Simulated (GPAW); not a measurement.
# BeTe (F-43m) in GPAW: convergence with k mesh

Aim: find how far k mesh must go before the results for BeTe settle, at LDA. This setting moves, with any that are tied to it; all else stays.

Everything below comes from runs of GPAW 26.7.0. Logs are shortened: lines on timing, memory, paths and dates and some standing lists are left out, and cuts for length are marked. The log counts tension as positive stress, the text compression.

**1. Starting point**

Symmetry: F-43m, No. 216, cubic system. Conventional cell: a = 5.540 Å, b = 5.540 Å, c = 5.540 Å, α = 90.00°, β = 90.00°, γ = 90.00°. Around Te (site symmetry -43m) lie 4 Be at 2.40 Å. Around Be (site symmetry -43m) lie 4 Te at 2.40 Å.

**2. With k mesh 2 × 2 × 2**

File run.py:

```python
from ase import Atoms
from ase.dft.bandgap import bandgap
from ase.io import write
from ase.units import GPa
from gpaw import GPAW, PW

atoms = Atoms(['Te', 'Be'],
              cell=[[0.0, 2.77, 2.77],
                    [2.77, 0.0, 2.77],
                    [2.77, 2.77, 0.0]],
              scaled_positions=[[0.75, 0.75, 0.75],
                                [0.0, 0.0, 0.0]],
              pbc=True)

calc = GPAW(mode=PW(800),
            xc='LDA',
            kpts={'size': (2, 2, 2), 'gamma': True},
            occupations={'name': 'fermi-dirac', 'width': 0.05},
            nbands=11,
            convergence={'density': 1e-05, 'energy': 1e-05},
            maxiter=100,
            txt='gpaw.txt')
atoms.calc = calc
energy = atoms.get_potential_energy()
forces = atoms.get_forces()
stress = atoms.get_stress()
calc.write('gs.gpw')
write('result.traj', atoms)
print(f'Energy: {energy:.6f} eV')
print('Forces (eV/A):')
print(forces.round(4))
print('Stress (GPa):', (stress / GPa).round(3))
print('Fermi level:', round(calc.get_fermi_level(), 4), 'eV')
print(f'Gap: {bandgap(calc)[0]:.4f} eV, direct: {bandgap(calc, direct=True)[0]:.4f} eV')
```

Potentials or basis: the program's PAW data sets (release 1.2.1) made for this functional, pw.

The run is started by

```sh
$ OMP_NUM_THREADS=1 python run.py
```

It took 2.9 s on 1 thread of Arm Neoverse V1, shared host; peak memory 0.14 GiB.

Results:

```
Free energy            : -6.9737 eV
Pressure               : 8.8 GPa
Band gap on the k mesh : 1.58 eV, indirect (least direct gap 3.43 eV)
```

**3. With k mesh 3 × 3 × 3**

run.py: that of step 2 with these lines changed.

```diff
@@ -16,3 +16,3 @@
             xc='LDA',
-            kpts={'size': (2, 2, 2), 'gamma': True},
+            kpts={'size': (3, 3, 3), 'gamma': True},
             occupations={'name': 'fermi-dirac', 'width': 0.05},
```

Potentials or basis: the program's PAW data sets (release 1.2.1) made for this functional, pw.

The run is started by

```sh
$ OMP_NUM_THREADS=1 python run.py
```

Run time: 3.4 s. Hardware: 1 thread of Arm Neoverse V1, shared host; peak memory 0.14 GiB.

What came out:

```
Free energy            : -8.4575 eV
Pressure               : 2.3 GPa
Band gap on the k mesh : 2.08 eV, indirect (least direct gap 3.54 eV)
```

**4. With k mesh 4 × 4 × 4**

run.py: that of step 3 with these lines changed.

```diff
@@ -16,3 +16,3 @@
             xc='LDA',
-            kpts={'size': (3, 3, 3), 'gamma': True},
+            kpts={'size': (4, 4, 4), 'gamma': True},
             occupations={'name': 'fermi-dirac', 'width': 0.05},
```

The run is started by

```sh
$ OMP_NUM_THREADS=1 python run.py
```

Run time: 5 s. Hardware: 1 thread of Arm Neoverse V1, shared host; peak memory 0.14 GiB.

What came out:

- Free energy: -8.7242 eV
- Pressure: 1.0 GPa
- Band gap on the k mesh: 1.75 eV, indirect (least direct gap 3.57 eV)

**5. With k mesh 5 × 5 × 5**

run.py: that of step 4 with these lines changed.

```diff
@@ -16,3 +16,3 @@
             xc='LDA',
-            kpts={'size': (4, 4, 4), 'gamma': True},
+            kpts={'size': (5, 5, 5), 'gamma': True},
             occupations={'name': 'fermi-dirac', 'width': 0.05},
```

The run is started by

```sh
$ OMP_NUM_THREADS=1 python run.py
```

Wall time 5.8 s (1 thread of Arm Neoverse V1, shared host); peak memory 0.14 GiB.

It converged, with:

```yaml
Free_energy: -8.7868 eV
Pressure: 0.7 GPa
Band_gap_on_the_k_mesh: 1.90 eV, indirect (least direct gap 3.58 eV)
```

**6. With k mesh 6 × 6 × 6**

run.py: that of step 5 with these lines changed.

```diff
@@ -16,3 +16,3 @@
             xc='LDA',
-            kpts={'size': (5, 5, 5), 'gamma': True},
+            kpts={'size': (6, 6, 6), 'gamma': True},
             occupations={'name': 'fermi-dirac', 'width': 0.05},
```

Potentials or basis: the program's PAW data sets (release 1.2.1) made for this functional, pw.

The run is started by

```sh
$ OMP_NUM_THREADS=1 python run.py
```

Wall time 8.3 s (1 thread of Arm Neoverse V1, shared host); peak memory 0.15 GiB.

The run converged. Its results:

| Quantity | Value |
| --- | --- |
| Free energy | -8.8037 eV |
| Pressure | 0.6 GPa |
| Band gap on the k mesh | 1.77 eV, indirect (least direct gap 3.58 eV) |

**7. With k mesh 8 × 8 × 8**

run.py: that of step 6 with these lines changed.

```diff
@@ -16,3 +16,3 @@
             xc='LDA',
-            kpts={'size': (6, 6, 6), 'gamma': True},
+            kpts={'size': (8, 8, 8), 'gamma': True},
             occupations={'name': 'fermi-dirac', 'width': 0.05},
```

The run is started by

```sh
$ OMP_NUM_THREADS=1 python run.py
```

Run time: 14 s. Hardware: 1 thread of Arm Neoverse V1, shared host; peak memory 0.16 GiB.

It converged, with:

- Free energy: -8.8101 eV
- Pressure: 0.6 GPa
- Band gap on the k mesh: 1.77 eV, indirect (least direct gap 3.58 eV)

**8. With k mesh 9 × 9 × 9**

run.py: that of step 7 with these lines changed.

```diff
@@ -16,3 +16,3 @@
             xc='LDA',
-            kpts={'size': (8, 8, 8), 'gamma': True},
+            kpts={'size': (9, 9, 9), 'gamma': True},
             occupations={'name': 'fermi-dirac', 'width': 0.05},
```

The run is started by

```sh
$ OMP_NUM_THREADS=1 python run.py
```

Run time: 16 s. Hardware: 1 thread of Arm Neoverse V1, shared host; peak memory 0.16 GiB.

The run converged. Its results:

```
Free energy            : -8.8106 eV
Pressure               : 0.6 GPa
Band gap on the k mesh : 1.82 eV, indirect (least direct gap 3.58 eV)
```

**9. With k mesh 11 × 11 × 11**

run.py: that of step 8 with these lines changed.

```diff
@@ -16,3 +16,3 @@
             xc='LDA',
-            kpts={'size': (9, 9, 9), 'gamma': True},
+            kpts={'size': (11, 11, 11), 'gamma': True},
             occupations={'name': 'fermi-dirac', 'width': 0.05},
```

Potentials or basis: the program's PAW data sets (release 1.2.1) made for this functional, pw.

The run is started by

```sh
$ OMP_NUM_THREADS=1 python run.py
```

gpaw.txt:

```text
__  _  _
 | _ |_)|_||  |
 |__||  | ||/\| - 26.7.0

Input parameters:
  mode=PW(ecut=800.0),
  convergence={'density': 1e-05, 'energy': 1e-05},
  kpts=MonkhorstPack(size=(11, 11, 11), gamma=True),
  maxiter=100,
  nbands=11,
  occupations=Occupations(name='fermi-dirac', width=0.05),
  xc=XC(name='LDA')

Diagonalizing LCAO Hamiltonian
Converting LCAO to pw mode

                    Te

       Be

Atoms  # Å, Bohr magnetons
|   | symbol |        x |        y |        z |    initial magnetic moments |
|---|--------|----------|----------|----------|-----------------------------|
| 0 |     Te | 4.155000 | 4.155000 | 4.155000 | ( 0.0000,  0.0000,  0.0000) |
| 1 |     Be | 0.000000 | 0.000000 | 0.000000 | ( 0.0000,  0.0000,  0.0000) |

Unit cell  # Å
| periodic |        x |        y |        z |  lengths |    angles |
|----------|----------|----------|----------|----------|-----------|
|      yes | 0.000000 | 2.770000 | 2.770000 | 3.917372 | 60.000000 |
|      yes | 2.770000 | 0.000000 | 2.770000 | 3.917372 | 60.000000 |
|      yes | 2.770000 | 2.770000 | 0.000000 | 3.917372 | 60.000000 |

Number of symmetries: 24
Symmetry operations  # r_c * U_cc + t_c -> r_c
|    | kind |            matrix            |
|----|------|------------------------------|
|  0 |  E   |  1, 0, 0,  0, 1, 0,  0, 0, 1 |
|  1 |  σ   |  1, 0, 0,  0, 0, 1,  0, 1, 0 |
|  2 |  σ   |  1, 0,-1,  0, 1,-1,  0, 0,-1 |
|  3 |  C3  |  1, 0,-1,  0, 0,-1,  0, 1,-1 |
|  4 |  C3  |  1,-1, 0,  0,-1, 1,  0,-1, 0 |
|  5 |  σ   |  1,-1, 0,  0,-1, 0,  0,-1, 1 |
|  6 |  σ   |  0, 1, 0,  1, 0, 0,  0, 0, 1 |
|  7 |  C3  |  0, 1, 0,  0, 0, 1,  1, 0, 0 |
|  8 |  C2  |  0, 1,-1,  1, 0,-1,  0, 0,-1 |
|  9 |  S4  |  0, 1,-1,  0, 0,-1,  1, 0,-1 |
| 10 |  C3  |  0, 0, 1,  1, 0, 0,  0, 1, 0 |
| 11 |  σ   |  0, 0, 1,  0, 1, 0,  1, 0, 0 |
| 12 |  S4  |  0, 0,-1,  1, 0,-1,  0, 1,-1 |
| 13 |  C3  |  0, 0,-1,  0, 1,-1,  1, 0,-1 |
| 14 |  S4  |  0,-1, 1,  1,-1, 0,  0,-1, 0 |
| 15 |  C2  |  0,-1, 1,  0,-1, 0,  1,-1, 0 |
| 16 |  C3  |  0,-1, 0,  1,-1, 0,  0,-1, 1 |
| 17 |  S4  |  0,-1, 0,  0,-1, 1,  1,-1, 0 |
| 18 |  S4  | -1, 1, 0, -1, 0, 1, -1, 0, 0 |
| 19 |  C3  | -1, 1, 0, -1, 0, 0, -1, 0, 1 |
| 20 |  C3  | -1, 0, 1, -1, 1, 0, -1, 0, 0 |
| 21 |  S4  | -1, 0, 1, -1, 0, 0, -1, 1, 0 |
| 22 |  σ   | -1, 0, 0, -1, 1, 0, -1, 0, 1 |
| 23 |  C2  | -1, 0, 0, -1, 0, 1, -1, 1, 0 |

BZ-sampling:
  Number of BZ points: 1331
  Number of IBZ points: 56

  Monkhorst-Pack size: [11, 11, 11]
  Monkhorst-Pack shift: [0, 0, 0]

K-points  # in reciprocal-cell coordinates
|     |                                coordinates |     weight |
|-----|--------------------------------------------|------------|
|   0 | (  0.00000000,   0.00000000,   0.00000000) | 0.00075131 |
|   1 | (  0.09090909,   0.09090909,   0.00000000) | 0.00450789 |
|   2 | (  0.09090909,   0.09090909,   0.09090909) | 0.00601052 |
|   3 | (  0.18181818,   0.09090909,   0.09090909) | 0.00901578 |
|   4 | (  0.18181818,   0.18181818,   0.00000000) | 0.00450789 |
|   5 | (  0.18181818,   0.18181818,   0.09090909) | 0.01803156 |
|   6 | (  0.18181818,   0.18181818,   0.18181818) | 0.00601052 |
|   7 | (  0.27272727,   0.18181818,   0.09090909) | 0.01803156 |
|   8 | (  0.27272727,   0.18181818,   0.18181818) | 0.01803156 |
|   9 | (  0.27272727,   0.27272727,   0.00000000) | 0.00450789 |
| ... |                                            |            |
|  55 | (  0.45454545,   0.45454545,   0.45454545) | 0.00601052 |

Plane wave coefficients: 2203
Cutoff: 800.0 eV

Spin-components: 1 (collinear spins)
Bands:           11
Projectors:      8
Spin-degeneracy: 2
Datatype:        complex128

Parallelization:
  kpt:    1
  domain: 1
  band:   1

Density:
  Valence electrons: 8.0
  Components: 1
  Grid points: [27 27 27]
  Charge: 0.0  # |e|

Potential:
  Grid points: [27 27 27]

species:
  Te:
    name:    Tellurium
    Z:       52.0
    valence: 6
    core:    46
    charge:  0.0  # [|e|]
    compensation charges:
      type: gauss
      rc: 0.36  # [Å]
      lmax: 2
    cutoffs:
      filter: 2.09  # [Å]
      core: 3.17  # [Å]
    projectors
    | kind |    occ | energy [eV] | rcut [Å] |
    |------|--------|-------------|----------|
    |   5s |  2.000 |     -15.337 |    1.180 |
    |   5p |  4.000 |      -6.113 |    1.196 |
    |    s |        |      11.875 |    1.180 |
    |    p |        |      21.098 |    1.196 |
    |    d |        |       0.000 |    1.238 |

    Using partial waves for Te as LCAO basis

  Be:
    name:    Beryllium
    Z:       4.0
    valence: 2
    core:    2
    charge:  0.0  # [|e|]
    compensation charges:
      type: gauss
      rc: 0.25  # [Å]
      lmax: 2
    cutoffs:
      filter: 1.42  # [Å]
      core: 1.84  # [Å]
    projectors
    | kind |    occ | energy [eV] | rcut [Å] |
    |------|--------|-------------|----------|
    |   2s |  2.000 |      -5.600 |    0.794 |
    |   2p |  0.000 |      -2.099 |    0.794 |
    |    s |        |      21.612 |    0.794 |

    Using partial waves for Be as LCAO basis

Reference energy: -185030.684589  # eV

eigensolver:
  PPCG
  Converge bands: occupied
  niter=2

density mixing:
  MSR1-Mixer
  Pratt-step length: 0.05
  Maximum mixing coefficient: 0.75
  Old densities: 10
  SVD Regularization: 0.005
  Good broyden scale: 1.0
  Trust region scale: 1.0
  Backstep threshold: 4.0
  History deletion threshold: 6.0
  Fourier metric: weight=20.0, sigma=0.015

occupation numbers:
  Fermi-Dirac:
    width: 0.0500  # eV

poisson solver:
  ecut: 6400.0  # eV

xc functional:
  name: None

convergence criteria:
- Maximum integral of absolute [dens]ity change: 1e-05 electrons / valence electron
- Maximum [total energy] change in last 3 cyles: 1e-05 eV / valence electron
- Maximum integral of absolute [eigenst]ate change: 4e-08 eV^2 / valence electron
maximum number of iterations: 100

SCF iterations
|iter     | |      energy | eigst |  dens |
|---------|-|-------------|-------|-------|
|iter:   1| |   -8.996068 | -0.12 |       |
|iter:   2| |   -8.971433 | -2.13 | -0.90 |
|iter:   3| |   -8.813832 | -2.24 | -0.93 |
|iter:   4| |   -8.810761 | -3.31 | -1.56 |
|iter:   5| |   -8.810856 | -4.71 | -2.11 |
|iter:   6| |   -8.810861 | -5.87 | -2.68 |
|iter:   7| |   -8.810861c| -7.54c| -3.71 |
|iter:   8| |   -8.810861c| -7.73c| -4.16 |
|iter:   9| |   -8.810861c| -8.58c| -5.54c|

Converged in 9 steps
Energy contributions relative to reference atoms: (reference = -185030.684589)

Energy contributions:
  Kinetic:          18.548807
  Coulomb:         -16.644695
  Zero:              0.113609
  External:          0.000000
  Xc:              -10.828583
  Entropy:          -0.000000
  Spinorbit:         0.000000
  ----------------------------
  Free energy:      -8.810861
  Extrapolated:     -8.810861

dipole moment: (-0.473364, -0.473364, -0.473364)  # |e|*Ang

Fermi level: 6.169
Eigenvalues  # (at kpt = [0.000, 0.000, 0.000])
| band index |      eig [eV] | occ [0-2] |
|------------|---------------|-----------|
|          0 |        -7.371 |     2.000 |
|          1 |         5.292 |     2.000 |
|          2 |         5.292 |     2.000 |
|          3 |         5.292 |     2.000 |
|          4 |         8.873 |     0.000 |
|          5 |         8.873 |     0.000 |
|          6 |         8.873 |     0.000 |
|          7 |         9.354 |     0.000 |
|          8 |        13.581 |     0.000 |
|          9 |        16.080 |     0.000 |
|         10 |        16.564 |     0.000 |

Gap: 1.802 eV
Transition (v -> c):
  (s=0, k=0, n=3, [0.00, 0.00, 0.00]) -> (s=0, k=50, n=4, [0.45, 0.45, 0.00])
Direct/indirect transitions are different
Direct gap: 3.582 eV
Transition at: (s=0, k=0, n=3, [0.00, 0.00, 0.00])

Forces  # eV/Ang
|       x |        y |        z |
|---------|----------|----------|
| 0.00000 | -0.00000 | -0.00000 |  # Te   0
| 0.00000 |  0.00000 |  0.00000 |  # Be   1

Stress tensor  # eV/Ang^3
|         x |         y |         z |
|-----------|-----------|-----------|
| -0.003433 |  0.000000 | -0.000000 |
|  0.000000 | -0.003433 |  0.000000 |
| -0.000000 |  0.000000 | -0.003433 |

# Writing to gs.gpw (mode='')
```

It took 25 s on 1 thread of Arm Neoverse V1, shared host; peak memory 0.18 GiB.

Results:

| Property | Result |
| --- | --- |
| Free energy | -8.8109 eV |
| Pressure | 0.6 GPa |
| Band gap on the k mesh | 1.80 eV, indirect (least direct gap 3.58 eV) |

**10. The series at a glance**

| k mesh | energy less the tightest run, at zero smearing (meV/atom) | pressure (GPa) | gap on the mesh (eV) | SCF cycles | CPU time (s) | peak memory (GiB) |
| --- | --- | --- | --- | --- | --- | --- |
| 2 × 2 × 2 | 918.56 | 8.80 | 1.577 | 9 | 2.9 | 0.14 |
| 3 × 3 × 3 | 176.69 | 2.34 | 2.079 | 9 | 3.4 | 0.14 |
| 4 × 4 × 4 | 43.35 | 1.05 | 1.752 | 9 | 5 | 0.14 |
| 5 × 5 × 5 | 12.01 | 0.70 | 1.905 | 9 | 5.8 | 0.14 |
| 6 × 6 × 6 | 3.59 | 0.60 | 1.769 | 9 | 8.3 | 0.15 |
| 8 × 8 × 8 | 0.36 | 0.56 | 1.771 | 9 | 14 | 0.16 |
| 9 × 9 × 9 | 0.11 | 0.55 | 1.816 | 9 | 16 | 0.16 |
| 11 × 11 × 11 | 0.00 | 0.55 | 1.802 | 9 | 25 | 0.18 |

Against the tightest run, the energy stays within 1 meV/atom from 8 × 8 × 8 on; the pressure stays within 0.1 GPa from 6 × 6 × 6 on. Not settled before the last step: the gap on the mesh (to 0.01 eV). Meshes of other sizes hit other points, so gaps and Fermi surfaces needn't settle smoothly. The tightest run that finished is the yardstick and may itself not be fully converged.

Caveats: spin-orbit coupling is left out, which moves the levels of the heavy elements; an odd mesh through Γ misses points on the zone boundary, where band edges often lie.
